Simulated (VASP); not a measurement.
BP, 2 atoms in the cell. It takes space group F-43m (No. 216, cubic). Conventional cell: a = 4.538 Å, b = 4.538 Å, c = 4.538 Å, α = 90.00°, β = 90.00°, γ = 90.00°. P (site symmetry -43m) has 4 B at 1.97 Å as nearest neighbours. B (site symmetry -43m) has 4 P at 1.97 Å as nearest neighbours. 

| Quantity | Value |
| --- | --- |
| Program | VASP 6.6.1 |
| Task | band structure |
| Functional | BLYP |
| Potentials or basis | VASP PAW PBE potentials, release 64 (P, B) |
| Cutoff | 520 eV |
| k mesh | 10 × 10 × 10 |
| Occupations | fermi-dirac, width 0.05 eV |
| Spin | no spin polarisation |
| Further INCAR settings | ALGO = Normal; EDIFF = 1e-07; NBANDS = 11 |

Potentials or basis: VASP PAW PBE potentials, release 64 (P, B).

Run with:

```bash
$ cat potpaw_PBE.64/P/POTCAR potpaw_PBE.64/B/POTCAR > POTCAR
$ cp INCAR.step1 INCAR
$ cp KPOINTS.step1 KPOINTS
$ mpirun -np 1 vasp_std > vasp.out
$ cp INCAR.step2 INCAR
$ cp KPOINTS.step2 KPOINTS
$ mpirun -np 1 vasp_std > vasp.out
```

Hardware: 1 thread of AMD EPYC 7R13 Processor (Zen 3), on a shared host.

**Question.** Estimate the wall time of this run.

**Answer.** It took 23 s on 1 thread of AMD EPYC 7R13 Processor (Zen 3), with other jobs on the host, peak memory 0.11 GiB. Counts: scf iterations 6, k points 100.
